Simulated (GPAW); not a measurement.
# 1 ML Cr on Ir(111), hcp site, 3 substrate layers: a ladder in the plane-wave cutoff, part 2 of 2

Two starts of 1 ML Cr on Ir(111), hcp site, 3 substrate layers are run at each rung of the plane-wave cutoff. Which rung is enough?

GPAW 26.7.0; LDA; plane waves with GPAW's PAW setups, scalar-relativistic.

So far, largest spin moment in the augmentation sphere (μB): step 3 (rung 1 (250 eV), start antiferro q=(0,1/2,0) +-) 1.98; step 5 (cutoff 325 eV) 2.03; step 7 (cutoff 400 eV) 2.06.

**9. Rung 4 (500 eV), start antiferro q=(0,1/2,0) +-**

order2.py

```python
import json
import numpy as np
from ase import Atoms
from ase.parallel import paropen, parprint
from gpaw import GPAW

atoms = Atoms(['Ir', 'Ir', 'Ir', 'Ir', 'Ir', 'Ir', 'Cr', 'Cr'],
    cell=[[2.709068, 0.0, 0.0],
         [-2.709068, 4.692242, 0.0],
         [0.0, 0.0, 20.543893]],
    scaled_positions=[[0.0, 0.0, 0.340734],
         [0.0, 0.5, 0.340734],
         [0.666667, 0.1666665, 0.448403],
         [0.666667, 0.6666665, 0.448403],
         [0.333333, 0.3333335, 0.556072],
         [0.333333, 0.8333335, 0.556072],
         [0.666667, 0.1666665, 0.659266],
         [0.666667, 0.6666665, 0.659266]],
    pbc=True,
    magmoms=[0.0, 0.0, 0.0, 0.0, 0.0, 0.0, 2.5, -2.5])
atoms.calc = GPAW(mode={'name': 'pw', 'ecut': 500},
    xc='LDA',
    kpts={'size': (12, 6, 1), 'gamma': True},
    occupations={'name': 'fermi-dirac', 'width': 0.05},
    convergence={'density': 1e-05, 'energy': 1e-05},
    maxiter=200,
    symmetry={'tolerance': 1e-4},
    txt='order2.txt')
e = atoms.get_potential_energy(force_consistent=True)
res = {'free_energy': e, 'energy_sigma0': atoms.get_potential_energy(), 'fermi_energy': atoms.calc.get_fermi_level()}
res['moments'] = atoms.get_magnetic_moments().tolist()
res['total'] = atoms.get_magnetic_moment()
parprint('site moments (muB):', np.round(res['moments'], 3))
parprint(f"total moment: {res['total']:.3f} muB")
parprint(f'free energy: {e:.6f} eV')
atoms.calc.write('order2.gpw')
with paropen('results.json', 'w') as f:
    json.dump(res, f)
```

Command:

```sh
OMP_NUM_THREADS=1 mpirun -n 4 gpaw python order2.py > order2.log
```

Numbers of over 12 decimals in the logs are rounded to 6 here.

Log:

```text
site moments (muB): [-0.007  0.007  0.051 -0.051 -0.005  0.005  2.066 -2.066]
total moment: -0.001 muB
free energy: -80.933366 eV

--- order2.txt ---
Input parameters:
  mode=PW(ecut=500),
  convergence={'density': 1e-05, 'energy': 1e-05},
  kpts=MonkhorstPack(size=(12, 6, 1), gamma=True),
  maxiter=200,
  occupations=Occupations(name='fermi-dirac', width=0.05),
  symmetry=Symmetry(tolerance=0.0001),
[...]
|         44 |         1.495 |     1.000 |         1.495 |     1.000 |
[...]
|         54 |         3.105 |     0.000 |         3.105 |     0.000 |
|         55 |         3.276 |     0.000 |         3.276 |     0.000 |
|         56 |         3.346 |     0.000 |         3.346 |     0.000 |
|        ... |               |           |               |           |
|         65 |         6.051 |     0.000 |         6.051 |     0.000 |

No gap
No difference between direct/indirect transitions

[key lines of the parts left out:]
Free energy:     -80.933366
Converged in 46 steps
dipole moment: (-5.175202, -19.759667, 0.086477)  # |e|*Ang
Fermi level: 2.495
```

Wall time 7.1 min (4 MPI ranks of Intel Xeon Platinum 8375C at 2.90GHz (Ice Lake), shared host); peak memory 1.7 GiB; 28 min of CPU time.

Read from the output:

- magnetization: 0 μB
- final state: antiferromagnetic
- largest moment: 2.066 μB

This start lies -68.9 meV a seeded atom from the first, a change of -1.0 meV since rung 3; its largest moment is 2.07 μB.

**10. Rung 5 (650 eV), start ferro +**

order1.py

```python
import json
import numpy as np
from ase import Atoms
from ase.parallel import paropen, parprint
from gpaw import GPAW

atoms = Atoms(['Ir', 'Ir', 'Ir', 'Cr'],
    cell=[[2.709068, 0.0, 0.0],
         [-1.354534, 2.346121, 0.0],
         [0.0, 0.0, 20.543893]],
    scaled_positions=[[0.0, 0.0, 0.340734],
         [0.666667, 0.333333, 0.448403],
         [0.333333, 0.666667, 0.556072],
         [0.666667, 0.333333, 0.659266]],
    pbc=True,
    magmoms=[0.0, 0.0, 0.0, 2.5])
atoms.calc = GPAW(mode={'name': 'pw', 'ecut': 650},
    xc='LDA',
    kpts={'size': (12, 12, 1), 'gamma': True},
    occupations={'name': 'fermi-dirac', 'width': 0.05},
    convergence={'density': 1e-05, 'energy': 1e-05},
    maxiter=200,
    symmetry={'tolerance': 1e-4},
    txt='order1.txt')
e = atoms.get_potential_energy(force_consistent=True)
res = {'free_energy': e, 'energy_sigma0': atoms.get_potential_energy(), 'fermi_energy': atoms.calc.get_fermi_level()}
res['moments'] = atoms.get_magnetic_moments().tolist()
res['total'] = atoms.get_magnetic_moment()
parprint('site moments (muB):', np.round(res['moments'], 3))
parprint(f"total moment: {res['total']:.3f} muB")
parprint(f'free energy: {e:.6f} eV')
atoms.calc.write('order1.gpw')
with paropen('results.json', 'w') as f:
    json.dump(res, f)
```

Command:

```sh
OMP_NUM_THREADS=1 mpirun -n 4 gpaw python order1.py > order1.log
```

Log:

```text
site moments (muB): [-0.  0. -0.  0.]
total moment: 0.000 muB
free energy: -40.441225 eV

--- order1.txt ---
Input parameters:
  mode=PW(ecut=650),
  convergence={'density': 1e-05, 'energy': 1e-05},
  kpts=MonkhorstPack(size=(12, 12, 1), gamma=True),
  maxiter=200,
  occupations=Occupations(name='fermi-dirac', width=0.05),
  symmetry=Symmetry(tolerance=0.0001),
  xc=XC(name='LDA')

Diagonalizing LCAO Hamiltonian
[...]
|         22 |         1.129 |     1.000 |         1.129 |     1.000 |
[...]
|         32 |         3.726 |     0.000 |         3.726 |     0.000 |
|         33 |         3.726 |     0.000 |         3.726 |     0.000 |
|         34 |         7.607 |     0.000 |         7.607 |     0.000 |
|        ... |               |           |               |           |
|         36 |         9.380 |     0.000 |         9.379 |     0.000 |

No gap
No difference between direct/indirect transitions

[key lines of the parts left out:]
Free energy:     -40.441225
Converged in 39 steps
dipole moment: (-2.563699, -9.894556, 0.039165)  # |e|*Ang
Fermi level: 2.445
```

The job ended after 76 s (4 MPI ranks; peak memory 1.1 GiB; 5.1 min of CPU time).

Numbers from this step:

| Item | Value |
| --- | --- |
| final state | non-magnetic |

After 39 cycles the seed has died away: no moment is left.

**11. Rung 5 (650 eV), start antiferro q=(0,1/2,0) +-**

order2.py is the script of step 9 with these lines changed:

```diff
@@ -20,3 +20,3 @@
     magmoms=[0.0, 0.0, 0.0, 0.0, 0.0, 0.0, 2.5, -2.5])
-atoms.calc = GPAW(mode={'name': 'pw', 'ecut': 500},
+atoms.calc = GPAW(mode={'name': 'pw', 'ecut': 650},
     xc='LDA',
```

Command:

```sh
OMP_NUM_THREADS=1 mpirun -n 4 gpaw python order2.py > order2.log
```

Log:

```text
site moments (muB): [-0.007  0.007  0.052 -0.052 -0.005  0.005  2.072 -2.072]
total moment: 0.000 muB
free energy: -81.021419 eV

--- order2.txt ---
Input parameters:
  mode=PW(ecut=650),
  convergence={'density': 1e-05, 'energy': 1e-05},
  kpts=MonkhorstPack(size=(12, 6, 1), gamma=True),
  maxiter=200,
  occupations=Occupations(name='fermi-dirac', width=0.05),
  symmetry=Symmetry(tolerance=0.0001),
  xc=XC(name='LDA')
[...]
|         44 |         1.496 |     1.000 |         1.496 |     1.000 |
[...]
|         54 |         3.105 |     0.000 |         3.105 |     0.000 |
|         55 |         3.277 |     0.000 |         3.277 |     0.000 |
|         56 |         3.346 |     0.000 |         3.346 |     0.000 |
|        ... |               |           |               |           |
|         65 |         6.074 |     0.000 |         6.051 |     0.000 |

No gap
No difference between direct/indirect transitions

[key lines of the parts left out:]
Free energy:     -81.021419
Converged in 57 steps
dipole moment: (-5.187596, -19.754331, 0.086621)  # |e|*Ang
Fermi level: 2.496
```

Wall time 12 min (4 MPI ranks); peak memory 2.2 GiB.

Read from the output:

* magnetization: 0 μB
* final state: antiferromagnetic
* largest moment: 2.072 μB

This start lies -69.5 meV a seeded atom from the first, a change of -0.6 meV since rung 4; its largest moment is 2.07 μB.

**12. Rung 6 (800 eV), start ferro +**

order1.py is the script of step 10 with these lines changed:

```diff
@@ -16,3 +16,3 @@
     magmoms=[0.0, 0.0, 0.0, 2.5])
-atoms.calc = GPAW(mode={'name': 'pw', 'ecut': 650},
+atoms.calc = GPAW(mode={'name': 'pw', 'ecut': 800},
     xc='LDA',
```

Command:

```sh
OMP_NUM_THREADS=1 mpirun -n 4 gpaw python order1.py > order1.log
```

Log:

```text
site moments (muB): [-0.  0. -0.  0.]
total moment: 0.000 muB
free energy: -40.458138 eV

--- order1.txt ---
Input parameters:
  mode=PW(ecut=800),
  convergence={'density': 1e-05, 'energy': 1e-05},
  kpts=MonkhorstPack(size=(12, 12, 1), gamma=True),
  maxiter=200,
  occupations=Occupations(name='fermi-dirac', width=0.05),
  symmetry=Symmetry(tolerance=0.0001),
  xc=XC(name='LDA')

Diagonalizing LCAO Hamiltonian
[...]
|         22 |         1.129 |     1.000 |         1.129 |     1.000 |
[...]
|         32 |         3.725 |     0.000 |         3.725 |     0.000 |
|         33 |         3.725 |     0.000 |         3.725 |     0.000 |
|         34 |         7.605 |     0.000 |         7.605 |     0.000 |
|        ... |               |           |               |           |
|         36 |         9.386 |     0.000 |         9.384 |     0.000 |

No gap
No difference between direct/indirect transitions

[key lines of the parts left out:]
Free energy:     -40.458138
Converged in 39 steps
dipole moment: (-2.567860, -9.892190, 0.039238)  # |e|*Ang
Fermi level: 2.445
```

Wall time 2.1 min (4 MPI ranks); peak memory 1.3 GiB.

This step gave:

```
final state : non-magnetic
```

After 39 cycles the seed has died away: no moment is left.

**13. Rung 6 (800 eV), start antiferro q=(0,1/2,0) +-**

order2.py is the script of step 11 with these lines changed:

```diff
@@ -20,3 +20,3 @@
     magmoms=[0.0, 0.0, 0.0, 0.0, 0.0, 0.0, 2.5, -2.5])
-atoms.calc = GPAW(mode={'name': 'pw', 'ecut': 650},
+atoms.calc = GPAW(mode={'name': 'pw', 'ecut': 800},
     xc='LDA',
```

Command:

```sh
OMP_NUM_THREADS=1 mpirun -n 4 gpaw python order2.py > order2.log
```

Log:

```text
site moments (muB): [-0.007  0.007  0.052 -0.052 -0.005  0.005  2.079 -2.08 ]
total moment: -0.001 muB
free energy: -81.056963 eV

--- order2.txt ---
Input parameters:
  mode=PW(ecut=800),
  convergence={'density': 1e-05, 'energy': 1e-05},
  kpts=MonkhorstPack(size=(12, 6, 1), gamma=True),
  maxiter=200,
  occupations=Occupations(name='fermi-dirac', width=0.05),
  symmetry=Symmetry(tolerance=0.0001),
[...]
|         44 |         1.497 |     1.000 |         1.497 |     1.000 |
[...]
|         54 |         3.105 |     0.000 |         3.105 |     0.000 |
|         55 |         3.278 |     0.000 |         3.278 |     0.000 |
|         56 |         3.345 |     0.000 |         3.345 |     0.000 |
|        ... |               |           |               |           |
|         65 |         6.051 |     0.000 |         6.051 |     0.000 |

No gap
No difference between direct/indirect transitions

[key lines of the parts left out:]
Free energy:     -81.056963
Converged in 44 steps
dipole moment: (-5.196294, -19.749342, 0.086776)  # |e|*Ang
Fermi level: 2.496
```

Run time: 17 min. Hardware: 4 MPI ranks; peak memory 2.8 GiB; 67 min of CPU time.

Numbers from this step:

| Property | Result |
| --- | --- |
| magnetization | 0 μB |
| final state | antiferromagnetic |
| largest moment | 2.080 μB |

This start lies -70.3 meV a seeded atom from the first, a change of -0.9 meV since rung 5; its largest moment is 2.08 μB.

**14. A faulty input**

A slip in the input shows what the program catches and what it lets pass.

run.py

```python
import json
import numpy as np
from ase import Atoms
from ase.parallel import paropen, parprint
from gpaw import GPAW

atoms = Atoms(['Ir', 'Ir', 'Ir', 'Cr'],
    cell=[[2.709068, 0.0, 0.0],
         [-1.354534, 2.346121, 0.0],
         [0.0, 0.0, 20.543893]],
    scaled_positions=[[0.0, 0.0, 0.340734],
         [0.666667, 0.333333, 0.448403],
         [0.333333, 0.666667, 0.556072],
         [0.666667, 0.333333, 0.659266]],
    pbc=True,
    magmoms=[0.0, 0.0, 0.0, 2.5])
atoms.calc = GPAW(mode={'name': 'pw', 'ecut': 40},
    xc='LDA',
    kpts={'size': (12, 12, 1), 'gamma': True},
    occupations={'name': 'fermi-dirac', 'width': 0.05},
    convergence={'density': 1e-05, 'energy': 1e-05},
    maxiter=100,
    symmetry={'tolerance': 1e-4},
    txt='run.txt')
e = atoms.get_potential_energy(force_consistent=True)
res = {'free_energy': e, 'energy_sigma0': atoms.get_potential_energy(), 'fermi_energy': atoms.calc.get_fermi_level()}
res['moments'] = atoms.get_magnetic_moments().tolist()
res['total'] = atoms.get_magnetic_moment()
parprint('site moments (muB):', np.round(res['moments'], 3))
parprint(f"total moment: {res['total']:.3f} muB")
parprint(f'free energy: {e:.6f} eV')
atoms.calc.write('run.gpw')
with paropen('results.json', 'w') as f:
    json.dump(res, f)
```

Command:

```sh
OMP_NUM_THREADS=1 mpirun -n 4 gpaw python run.py > run.log
```

Log:

```text
Input parameters:
  mode=PW(ecut=40),
  convergence={'density': 1e-05, 'energy': 1e-05},
  kpts=MonkhorstPack(size=(12, 12, 1), gamma=True),
  maxiter=100,
  occupations=Occupations(name='fermi-dirac', width=0.05),
  symmetry=Symmetry(tolerance=0.0001),
  xc=XC(name='LDA')

Diagonalizing LCAO Hamiltonian
Converting LCAO to pw mode
```

Run time: 13 s. Hardware: 4 MPI ranks; peak memory 0.58 GiB.

The program refused the input before any cycle.

The fault put into the input: a cutoff typed in Rydberg.

The cutoff is read in eV; 40 Ry would be 544 eV.

**15. The rungs together**

Ladder, by row:

| rung | cutoff (eV) | state from the first start | state from the second start | second less first (meV a seeded atom) | moment, first (μB) | moment, second (μB) | CPU time (s) |
| --- | --- | --- | --- | --- | --- | --- | --- |
| 2 | 325 | non-magnetic | antiferromagnetic | -64.78 | 0 | 2.029 | 1118 |
| 3 | 400 | non-magnetic | antiferromagnetic | -67.87 | 8.40e-5 | 2.058 | 1442 |
| 4 | 500 | non-magnetic | antiferromagnetic | -68.86 | 7.74e-5 | 2.066 | 1928 |
| 5 | 650 | non-magnetic | antiferromagnetic | -69.48 | 7.57e-5 | 2.072 | 3299 |
| 6 | 800 | non-magnetic | antiferromagnetic | -70.34 | 9.84e-5 | 2.08 | 4536 |

**16. Outcome**

* range of the moment in the table, second start: 2.03 to 2.08 μB
* range of CPU time: 19 min to 76 min
* range of the energy difference: -70.3 to -64.8 meV a seeded atom
* first rung from which all stay within 3.5 meV of the last: 3

From rung 3 on the result stays within 2.5 meV of the last rung, inside the margin of 3.5 meV set for it, at 32 % of the last rung's cost. The second start ends lower on every rung of the table; whether functional and cell give the true order is another question. Rung 1 gave no pair of finished runs and is missing from the table.

[Logs and program files are shortened in this print: banners, set-up blocks, solver, clock and traceback lines can be left out without a mark of their own.]

[Logs are printed without paths, hosts, clocks, repeated set-up lines and the standing remarks that a program may print on its own settings, such as how far it seeks lower states.]

[Hosts, paths, dates, database ids (printed as entryN), source tags and the programs' standing remarks are cut or masked in the printed files.]

[Where a cell is said to come from a database of computed structures, the database is the Materials Project.]
